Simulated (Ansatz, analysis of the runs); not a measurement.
# Twisting the rings, from 4,4'-biphenylene with isocyanide ends, rings twisted by 0 degrees, between Au (111) faces with adatoms, part 3 of 3

Wanted: G at twists from flat to perpendicular.

Ansatz 0.2.0; DFT PBE, plane waves, PAW; transmission of a junction between electrodes.

So far, conductance of the junction (G₀): step 2 (transmission between the leads, twist 0 degree) 0.0182; step 4 (twist 20 degree) 0.0167; step 6 (twist 40 degree) 0.0125; step 8 (twist 60 degree) 0.00666.

## (10) The open system, twist 75 degree

This step: DFT PBE, plane waves, PAW; transmission of a junction between electrodes (Ansatz 0.2.0).

One ring is turned to 75°, with its anchor, and the junction is built anew at the same bond lengths.

File input.yaml:

```yaml
crystal:
  lattice:
    - [8.8246926292, 0.0, 0.0]
    - [4.4123463146, 7.6424079975, 0.0]
    - [0.0, 0.0, 37.5432055919]
  atoms:
    - { symbol: Au, position: [0.722222222, 0.722222222, 0.0] }
    - { symbol: Au, position: [0.722222222, 0.055555556, 0.0] }
    - { symbol: Au, position: [0.722222222, 0.388888889, 0.0] }
    - { symbol: Au, position: [0.055555556, 0.722222222, 0.0] }
    - { symbol: Au, position: [0.055555556, 0.055555556, 0.0] }
    - { symbol: Au, position: [0.055555556, 0.388888889, 0.0] }
    - { symbol: Au, position: [0.388888889, 0.722222222, 0.0] }
    - { symbol: Au, position: [0.388888889, 0.055555556, 0.0] }
    - { symbol: Au, position: [0.388888889, 0.388888889, 0.0] }
    - { symbol: Au, position: [0.833333333, 0.833333333, 0.063973683] }
    - { symbol: Au, position: [0.833333333, 0.166666667, 0.063973683] }
    - { symbol: Au, position: [0.833333333, 0.5, 0.063973683] }
    - { symbol: Au, position: [0.166666667, 0.833333333, 0.063973683] }
    - { symbol: Au, position: [0.166666667, 0.166666667, 0.063973683] }
    - { symbol: Au, position: [0.166666667, 0.5, 0.063973683] }
    - { symbol: Au, position: [0.5, 0.833333333, 0.063973683] }
    - { symbol: Au, position: [0.5, 0.166666667, 0.063973683] }
    - { symbol: Au, position: [0.5, 0.5, 0.063973683] }
    - { symbol: Au, position: [0.944444444, 0.944444444, 0.127947365] }
    - { symbol: Au, position: [0.944444444, 0.277777778, 0.127947365] }
    - { symbol: Au, position: [0.944444444, 0.611111111, 0.127947365] }
    - { symbol: Au, position: [0.277777778, 0.944444444, 0.127947365] }
    - { symbol: Au, position: [0.277777778, 0.277777778, 0.127947365] }
    - { symbol: Au, position: [0.277777778, 0.611111111, 0.127947365] }
    - { symbol: Au, position: [0.611111111, 0.944444444, 0.127947365] }
    - { symbol: Au, position: [0.611111111, 0.277777778, 0.127947365] }
    - { symbol: Au, position: [0.611111111, 0.611111111, 0.127947365] }
    - { symbol: Au, position: [0.055555556, 0.055555556, 0.191921048] }
    - { symbol: Au, position: [0.055555556, 0.388888889, 0.191921048] }
    - { symbol: Au, position: [0.055555556, 0.722222222, 0.191921048] }
[... 7 lines left out ...]
    - { symbol: C, position: [0.500002067, 0.500000715, 0.305626115] }
    - { symbol: "N", position: [0.500003257, 0.500001126, 0.336842837] }
    - { symbol: C, position: [0.500004544, 0.500001698, 0.373810898] }
    - { symbol: C, position: [0.65857758, 0.427206853, 0.391952408] }
    - { symbol: C, position: [0.657961573, 0.427549892, 0.429169666] }
    - { symbol: C, position: [0.50000708, 0.500001041, 0.448403232] }
    - { symbol: C, position: [0.34205125, 0.572453176, 0.429170108] }
    - { symbol: C, position: [0.341432757, 0.572796769, 0.391952857] }
    - { symbol: C, position: [0.500008027, 0.499999805, 0.487623096] }
    - { symbol: C, position: [0.533678874, 0.616972256, 0.506856607] }
    - { symbol: C, position: [0.533741424, 0.617473088, 0.544073862] }
    - { symbol: C, position: [0.500006763, 0.499998894, 0.56221542] }
    - { symbol: C, position: [0.466273368, 0.382524755, 0.544073517] }
    - { symbol: C, position: [0.466337256, 0.383026419, 0.506856272] }
    - { symbol: "N", position: [0.500005033, 0.499999092, 0.599183469] }
    - { symbol: C, position: [0.500003194, 0.499999424, 0.630400202] }
    - { symbol: H, position: [0.781515784, 0.37041466, 0.377457412] }
    - { symbol: H, position: [0.78247308, 0.369096579, 0.443240165] }
    - { symbol: H, position: [0.217540732, 0.630906061, 0.443240962] }
    - { symbol: H, position: [0.21849359, 0.62958881, 0.377458209] }
    - { symbol: H, position: [0.558692666, 0.710165391, 0.492786037] }
    - { symbol: H, position: [0.559490048, 0.708809974, 0.558568835] }
    - { symbol: H, position: [0.44052421, 0.291187412, 0.558568205] }
    - { symbol: H, position: [0.44132368, 0.289833814, 0.492785447] }
[... 29 lines left out ...]
    - { symbol: Au, position: [0.611111111, 0.944444444, 0.936026317] }
    - { symbol: Au, position: [0.611111111, 0.277777778, 0.936026317] }
    - { symbol: Au, position: [0.944444444, 0.611111111, 0.936026317] }
    - { symbol: Au, position: [0.944444444, 0.944444444, 0.936026317] }
    - { symbol: Au, position: [0.944444444, 0.277777778, 0.936026317] }
    - { symbol: Au, position: [0.277777778, 0.611111111, 0.936026317] }
    - { symbol: Au, position: [0.277777778, 0.944444444, 0.936026317] }
    - { symbol: Au, position: [0.277777778, 0.277777778, 0.936026317] }
kpoints:
  mp_grid: { grid: [4, 4, 1] }
scf:
  occupations: { method: fermi_dirac, width: 0.1 }
hamiltonian:
  xc: pbe
output:
  transmission: { leads: [[89, 0]], e_range: [-0.7, 0.7], de: 0.035, kmesh: [4, 4] }
  dos: { projected: true, e_range: [-5, 4] }
  write_potential: true
  write_density: true
  volumetric_format: npy
```

Launch:

```
$ ansatz run input.yaml --threads 16 --pin off --max-ram 61440MiB --backend cuda --events-out ev --progress --plain --runs-dir out --max-vram 78GiB
```

Numbers of over 12 decimals in the logs are rounded to 6 here.

Output:

```text
[...]
Crystal: 98 atoms, lattice volume = 2531.985 Å³
Basis set: ecut = 420 eV, 49523 PW (Γ)
Bands: 888, of which v1, the nominal top of the filled ones, is band 740 counted from 1 (739 counted from 0)
Symmetry: 1 space group operations
[...]
k-points: 10 of 16 (time reversal used)
[...]
transmission: 513 of 570 steps passed
[...]
SCF converged after 17 iterations
[...]
--- Transmission ---
  basis      : 595 plane waves across, 57 finite elements along
  points     : 10, standing for a mesh of 4 x 4
  on the GPU : 10 of these points
[...]
filled         : 0.1 meV under the level at which it is neutral
    channels       : 7.687500e0 a spin
[...]
junction   : crystal 0 to crystal 0, -0.50 to 34.64 Å
    transmission   : 2.040091e-3 a spin
[...]
resistance     : 3.8358e0 Ω µm² beyond half of each lead's own
```

Elapsed: 3.3 min, on 1 × NVIDIA GB200 with 16 threads of Arm Neoverse V2, shared host; peak memory 20 GiB.

Transmission, one spin against energy, zero at the Fermi level:

```csv
energy (eV),"transmission, one spin"
-0.700,5.1e-5
-0.665,5.7e-5
-0.595,7.1e-5
-0.560,8.1e-5
-0.490,1.0e-4
-0.455,1.2e-4
-0.420,1.5e-4
-0.350,2.0e-4
-0.315,2.5e-4
-0.280,3.0e-4
-0.210,4.5e-4
-0.175,5.6e-4
-0.105,9.0e-4
-0.070,0.00117
-0.035,0.00153
0.000,0.00204
0.035,0.00277
0.070,0.00386
0.105,0.00548
0.175,0.0123
0.210,0.0198
0.280,0.0579
0.315,0.105
0.350,0.220
0.420,0.859
0.455,0.925
0.490,0.696
0.560,0.500
0.595,0.520
0.665,0.755
0.700,0.925
```

The conductance is 0.00227 G₀. The conductance is 0.34 times that of the last run that gave one. The lead's Hamiltonian steps by 21.5 meV, which the program lets pass, though it counts in the error estimate. The largest term of the program's error estimate is 39 %, from the steps of its leads' Hamiltonians or their offsets.

## (11) Landauer integrals

This step: Landauer integrals over the computed T(E), interpolated linearly between its energies (analysis of the runs above).

The thermopower is -70.6 μV/K. The Lorenz ratio is 1.22, where the Wiedemann-Franz law gives 1. These values rest on a semilocal level alignment and on the mesh across the current. Moving the level by up to 0.1 eV either way gives -96 to -57 μV/K.

## (12) The open system, twist 90 degree

This step: DFT PBE, plane waves, PAW; transmission of a junction between electrodes (Ansatz 0.2.0).

One ring is turned to 90°, with its anchor, and the junction is built anew at the same bond lengths.

Changes to input.yaml since step 10:

```diff
@@ -4,3 +4,3 @@
     - [4.4123463146, 7.6424079975, 0.0]
-    - [0.0, 0.0, 37.5432055919]
+    - [0.0, 0.0, 37.5432055918]
   atoms:
@@ -37,26 +37,26 @@
 [... 7 lines left out ...]
-    - { symbol: C, position: [0.500002067, 0.500000715, 0.305626115] }
-    - { symbol: "N", position: [0.500003257, 0.500001126, 0.336842837] }
-    - { symbol: C, position: [0.500004544, 0.500001698, 0.373810898] }
-    - { symbol: C, position: [0.65857758, 0.427206853, 0.391952408] }
-    - { symbol: C, position: [0.657961573, 0.427549892, 0.429169666] }
-    - { symbol: C, position: [0.50000708, 0.500001041, 0.448403232] }
-    - { symbol: C, position: [0.34205125, 0.572453176, 0.429170108] }
-    - { symbol: C, position: [0.341432757, 0.572796769, 0.391952857] }
-    - { symbol: C, position: [0.500008027, 0.499999805, 0.487623096] }
-    - { symbol: C, position: [0.533678874, 0.616972256, 0.506856607] }
-    - { symbol: C, position: [0.533741424, 0.617473088, 0.544073862] }
-    - { symbol: C, position: [0.500006763, 0.499998894, 0.56221542] }
-    - { symbol: C, position: [0.466273368, 0.382524755, 0.544073517] }
-    - { symbol: C, position: [0.466337256, 0.383026419, 0.506856272] }
-    - { symbol: "N", position: [0.500005033, 0.499999092, 0.599183469] }
-    - { symbol: C, position: [0.500003194, 0.499999424, 0.630400202] }
-    - { symbol: H, position: [0.781515784, 0.37041466, 0.377457412] }
-    - { symbol: H, position: [0.78247308, 0.369096579, 0.443240165] }
-    - { symbol: H, position: [0.217540732, 0.630906061, 0.443240962] }
-    - { symbol: H, position: [0.21849359, 0.62958881, 0.377458209] }
-    - { symbol: H, position: [0.558692666, 0.710165391, 0.492786037] }
-    - { symbol: H, position: [0.559490048, 0.708809974, 0.558568835] }
-    - { symbol: H, position: [0.44052421, 0.291187412, 0.558568205] }
-    - { symbol: H, position: [0.44132368, 0.289833814, 0.492785447] }
+    - { symbol: C, position: [0.500002012, 0.5000011, 0.305626115] }
+    - { symbol: "N", position: [0.500003171, 0.500001734, 0.336842837] }
+    - { symbol: C, position: [0.500004421, 0.500002569, 0.373810898] }
+    - { symbol: C, position: [0.658577439, 0.427207853, 0.391952412] }
+    - { symbol: C, position: [0.657961395, 0.427551156, 0.42916967] }
+    - { symbol: C, position: [0.500006883, 0.500002442, 0.448403232] }
+    - { symbol: C, position: [0.342051072, 0.572454441, 0.429170103] }
+    - { symbol: C, position: [0.341432616, 0.572797769, 0.391952853] }
+    - { symbol: C, position: [0.500007791, 0.500001485, 0.487623096] }
+    - { symbol: C, position: [0.492541597, 0.640530188, 0.506856601] }
+    - { symbol: C, position: [0.492442768, 0.641107619, 0.544073856] }
+    - { symbol: C, position: [0.500006585, 0.500000355, 0.56221542] }
+    - { symbol: C, position: [0.507571635, 0.358893403, 0.544073523] }
+    - { symbol: C, position: [0.507474096, 0.359471898, 0.506856278] }
+    - { symbol: "N", position: [0.500004892, 0.500000189, 0.599183469] }
+    - { symbol: C, position: [0.500003104, 0.50000012, 0.630400202] }
+    - { symbol: H, position: [0.781515658, 0.370415556, 0.37745742] }
+    - { symbol: H, position: [0.782472888, 0.369097943, 0.443240173] }
+    - { symbol: H, position: [0.217540541, 0.630907425, 0.443240954] }
+    - { symbol: H, position: [0.218493464, 0.629589707, 0.377458202] }
+    - { symbol: H, position: [0.485113798, 0.751949158, 0.492786026] }
+    - { symbol: H, position: [0.486169541, 0.750675924, 0.558568824] }
+    - { symbol: H, position: [0.51384439, 0.249324531, 0.558568216] }
+    - { symbol: H, position: [0.514902082, 0.248053484, 0.492785458] }
 [... 29 lines left out ...]
```

Output:

```text
[...]
Crystal: 98 atoms, lattice volume = 2531.985 Å³
Basis set: ecut = 420 eV, 49523 PW (Γ)
Bands: 888, of which v1, the nominal top of the filled ones, is band 740 counted from 1 (739 counted from 0)
Symmetry: 1 space group operations
[...]
k-points: 10 of 16 (time reversal used)
[...]
transmission: 513 of 570 steps passed
[...]
SCF converged after 16 iterations
[...]
--- Transmission ---
  basis      : 595 plane waves across, 57 finite elements along
  points     : 10, standing for a mesh of 4 x 4
  on the GPU : 10 of these points
[...]
filled         : 0.1 meV under the level at which it is neutral
    channels       : 7.687500e0 a spin
[...]
junction   : crystal 0 to crystal 0, -0.50 to 34.64 Å
    transmission   : 5.254063e-5 a spin
[...]
resistance     : 1.5863e2 Ω µm² beyond half of each lead's own
```

Elapsed: 3.5 min, on 1 × NVIDIA GB200 with 16 threads; peak memory 20 GiB.

Table of transmission, one spin by energy, zero at the Fermi level:

```csv
energy (eV),"transmission, one spin"
-0.700,4.0e-6
-0.630,4.7e-6
-0.560,5.6e-6
-0.490,6.7e-6
-0.420,8.6e-6
-0.350,1.1e-5
-0.315,1.3e-5
-0.245,1.7e-5
-0.175,2.2e-5
-0.105,3.1e-5
-0.035,4.4e-5
0.000,5.3e-5
0.035,6.4e-5
0.105,9.8e-5
0.175,1.6e-4
0.245,3.0e-4
0.315,5.0e-4
0.350,7.3e-4
0.420,0.00189
0.490,0.00623
0.560,0.0118
0.630,0.00466
0.700,0.00220
```

The conductance is 5.5e-5 G₀. The conductance is 0.024 times that of the last run that gave one. The lead's Hamiltonian steps by 21.4 meV, which the program lets pass, though it counts in the error estimate. The largest term of the program's error estimate is 200 %, from band edges of the leads and from resonances.

## (13) Comparing the runs

Times are for 1 × NVIDIA GB200 with 16 threads of Arm Neoverse V2, shared host. The runs compared:

```csv
no.,twist (degree),"transmission at the energy nearest the Fermi level, one spin",step of the lead's Hamiltonian (meV),conductance of the junction (S/m²),conductance of the junction (G₀),added resistance times area (Ω um²),time,memory (GiB)
1,0,0.01551,21.5,2.10e12,0.01824,0.4762,13 min,20
2,20,0.01431,21.5,1.92e12,0.01668,0.5206,8.1 min,20
3,40,0.01090,21.5,1.43e12,0.01247,0.6967,3.2 min,19
4,60,0.005934,21.5,7.66e11,0.006665,1.305,7.4 min,19
5,75,0.002040,21.5,2.61e11,0.002269,3.836,3.3 min,20
6,90,5.25e-5,21.4,6.30e9,5.49e-5,158.6,3.5 min,20
```

The runs together. The transmission by energy, zero at the Fermi level:

```csv
energy (eV),0,20,40,60,75,90
-0.700,4.6e-4,4.2e-4,3.1e-4,1.6e-4,5.1e-5,4.0e-6
-0.630,5.6e-4,5.1e-4,3.8e-4,1.9e-4,6.4e-5,4.7e-6
-0.560,6.8e-4,6.2e-4,4.7e-4,2.4e-4,8.1e-5,5.6e-6
-0.490,8.5e-4,7.8e-4,5.9e-4,3.1e-4,1.0e-4,6.7e-6
-0.420,0.00114,0.00106,8.1e-4,4.3e-4,1.5e-4,8.6e-6
-0.350,0.00156,0.00144,0.00111,6.0e-4,2.0e-4,1.1e-5
-0.280,0.00221,0.00206,0.00159,8.7e-4,3.0e-4,1.4e-5
-0.210,0.00326,0.00304,0.00236,0.00130,4.5e-4,1.9e-5
-0.140,0.00509,0.00474,0.00369,0.00204,7.1e-4,2.6e-5
-0.070,0.00848,0.00788,0.00609,0.00337,0.00117,3.6e-5
0.000,0.0155,0.0143,0.0109,0.00593,0.00204,5.3e-5
0.070,0.0329,0.0298,0.0218,0.0115,0.00386,7.9e-5
0.140,0.0862,0.0758,0.0515,0.0249,0.00801,1.2e-4
0.210,0.353,0.290,0.168,0.0682,0.0198,2.1e-4
0.280,0.907,0.915,0.661,0.240,0.0579,3.8e-4
0.350,0.342,0.415,0.731,0.823,0.220,7.3e-4
0.420,0.132,0.155,0.248,0.593,0.859,0.00189
0.490,0.0800,0.0916,0.136,0.273,0.696,0.00623
0.560,0.0603,0.0686,0.0995,0.194,0.500,0.0118
0.630,0.0519,0.0592,0.0871,0.182,0.602,0.00466
0.700,0.0491,0.0566,0.0863,0.210,0.925,0.00220
```

## (14) Landauer integrals

This step: Landauer integrals over the computed T(E), interpolated linearly between its energies (analysis of the runs above).

The thermopower is -42.5 μV/K. The Lorenz ratio is 1.08, where the Wiedemann-Franz law gives 1. These values rest on a semilocal level alignment and on the mesh across the current. Moving the level by up to 0.1 eV either way gives -52 to -37 μV/K.

## (15) Fit

This step: linear fit against the squared cosine of the twist (analysis of the runs above).

A straight line in cos²θ tests the law expected of π overlap.

Conductance at 300 K, interpolated from T(E) against cos^2 of the twist angle:

```csv
cos^2 of the twist angle,"conductance at 300 K, interpolated from T(E) (G₀)"
0.000,5.5e-5
0.067,0.00229
0.250,0.00674
0.587,0.0126
0.883,0.0169
1.000,0.0185
```

Least-squares line through the conductance at 300 K, interpolated from T(E) (values against cos^2 of the twist angle). The fit:

```csv
slope,intercept,r.m.s. residual,points
0.01804,0.001151,7.77e-4,6
```

## (16) What came out

```yaml
conductance_twist_0: 0.0182 G₀
thermopower_twist_0: -90.8 μV/K
conductance_twist_20: 0.0167 G₀
thermopower_twist_20: -87.9 μV/K
conductance_twist_40: 0.0125 G₀
thermopower_twist_40: -81.1 μV/K
conductance_twist_60: 0.00666 G₀
thermopower_twist_60: -74.2 μV/K
conductance_twist_75: 0.00227 G₀
thermopower_twist_75: -70.6 μV/K
conductance_twist_90: 5.5e-5 G₀ (one error term of 200 %, so a rough value at best)
thermopower_twist_90: -42.5 μV/K (rough, as the conductance is)
```

**Reading.** From the flat to the most twisted form the conductance changes by a factor of 332. Scaled from the flat form, cos²θ would give 0.011 at 40° (computed 0.012), 0.0046 at 60° (computed 0.0067) and 0.0012 at 75° (computed 0.0023). The conductance falls at every step of the twist, as where the overlap of the rings' π orbitals carries the current. The geometries were built with one ring and its anchor turned and were not relaxed; the contacts and the cell's length stay the same. Semilocal functionals put a molecule's frontier levels too near the Fermi level, so conductances off resonance usually come out too high. The mesh of 4 × 4 points across the current is coarse: where the lead's channel count steps, T(E) can show bumps that belong to the mesh. Transport is coherent and elastic here: the atoms are frozen, so scattering by vibrations plays no part. Spin-orbit coupling is left out, which matters for the bands of heavy atoms. One term of the program's error estimate for a conductance, of a junction or of the perfect wire, reaches 200 % in this session.

[Logs are printed without paths, hosts, clocks, repeated set-up lines and the standing remarks that a program may print on its own settings, such as how far it seeks lower states.]

[Hosts, paths, dates, database ids (printed as entryN), source tags and the programs' standing remarks are cut or masked in the printed files.]
